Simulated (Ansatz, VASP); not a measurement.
ZrSi7O16 (a cell with a defect): VASP beside Ansatz

```xyz
24
Lattice="0.0000 4.9926 6.9339 4.9926 0.0000 6.9339 4.9926 4.9926 0.0000" Properties=species:S:1:pos:R:3 pbc="T T T"
Zr    3.4880    3.4880    3.4670
Si    8.3847    8.3847   10.4009
Si    4.0658    0.7023    5.3051
Si    4.0691    6.1520    5.2367
Si    5.6949    4.0658    8.5628
Si    6.1520    9.0617    8.6312
Si    1.5546    1.5583    0.0248
Si    6.5509    6.5472    6.9091
O     4.5491    3.9339    1.8841
O     4.1548    3.8660    9.0464
O     5.6110    6.5541    5.5784
O     5.6000    5.8876   12.7493
O     3.9339    4.5491    5.0498
O     8.8587    9.1474   11.7554
O     6.0249    3.0503    7.3327
O     6.6817    8.0706    7.4558
O     1.5615    0.6184    1.3555
O     5.8876    5.6000    8.0525
O     1.6441    3.7790    2.9129
O     6.8012    8.6479   10.0867
O     8.0430    6.0249    6.5352
O     3.0780    6.6817    6.4121
O     3.7790    1.6441    4.0210
O     8.6479    6.8012   10.7151
```

Alike in both runs: functional PBE; k mesh 3 × 3 × 3; occupations fermi-dirac, width 0.01 eV; no spin polarisation.

Ansatz relaxed the structure, and its values are those at the end. VASP's run is a single point on that final structure, the one shown.

|  | VASP | Ansatz |
| --- | --- | --- |
| version | VASP 6.6.1 | Ansatz 0.2.0 |
| potentials or method | VASP PAW PBE potentials, release 64 (Zr_sv, Si, O) | plane-wave PAW, scalar-relativistic |
| plane-wave cutoff (eV) | 520 | 420 |
| valence electrons in the cell | 136 | 136 |

VASP gave:

- gap on the k mesh at the Fermi level (eV): 5.59
- pressure (GPa): 2.7
- rms of the force components (eV/Å): 0.020

Problem. What did Ansatz give for the same quantities?

Solution. gap on the k mesh at the Fermi level (eV): 5.59; pressure (GPa): 2.6; rms of the force components (eV/Å): 0.012.

Ansatz warned: «gradients_without_spin_orbit».
